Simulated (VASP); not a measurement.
Write the native input for VASP 6.6.1 that does the following.

| Quantity | Value |
| --- | --- |
| Task | relaxation of cell and atoms |
| Functional | PBEsol |
| Dispersion | D3(BJ) |
| Potentials or basis | VASP PAW PBE potentials, release 64 (As) |
| Cutoff | 700 eV |
| k mesh | 10 × 10 × 8 |
| Occupations | gaussian, width 0.02 eV |
| Spin | no spin polarisation |
| Further INCAR settings | ALGO = Normal; EDIFF = 1e-07; IBRION = 2; EDIFFG = -0.002; NSW = 80; ISIF = 3 |

The structure of As lies in POSCAR:

```
As
1.0
    1.8250000000     -5.5000000000      0.0000000000
    1.8250000000      5.5000000000      0.0000000000
    0.0000000000      0.0000000000      4.4700000000
As
4
Direct
    0.1100000000      0.8900000000      0.0600000000
    0.6100000000      0.3900000000      0.4400000000
    0.8900000000      0.1100000000      0.9400000000
    0.3900000000      0.6100000000      0.5600000000
```

This isn't the form of As at room conditions, which is rhombohedral.

These files were run (other wordings do the same):

INCAR

```
SYSTEM = As
PREC = Accurate
ENCUT = 700
EDIFF = 1E-7
ISMEAR = 0
SIGMA = 0.02
LREAL = .FALSE.
LASPH = .TRUE.
NELM = 60
ALGO = Normal
ISIF = 3
LWAVE = .FALSE.
LCHARG = .FALSE.
GGA = PS
IVDW = 12
IBRION = 2
NSW = 80
EDIFFG = -0.002
```

KPOINTS

```
Automatic mesh
0
G
  10 10 8
  0 0 0
```

Potentials or basis: VASP PAW PBE potentials, release 64 (As).

Run with:

```console
$ cat potpaw_PBE.64/As/POTCAR > POTCAR
$ mpirun -np 1 vasp_std > vasp.out
```

Results of the run:

```
Relaxed volume                         : 20.17 Å³/atom
Relaxed cell                           : a = 5.603 Å, b = 5.603 Å, c = 4.095 Å, α = 90.00°, β = 90.00°, γ = 141.13°
Space group after relaxing (to 0.05 Å) : Cmce (No. 64)
Energy gained by relaxing              : 32.0 meV/atom
Ionic steps                            : 19
Pressure after relaxing                : 0.0 GPa
Band gap on the k mesh                 : none (metal or under the smearing width)
Dispersion energy per atom             : -0.392 eV
```

Caveat: the PAW data sets were made with another functional, which shifts forces and pressure a little; the volume moved by -10 % from the deposited cell, more than functionals usually miss; pairwise dispersion overbinds metals, which lowers pressure and volume.

It took 31 min on 1 thread of Intel(R) Xeon(R) Platinum 8488C (Sapphire Rapids) (shared host), peak memory 0.52 GiB.
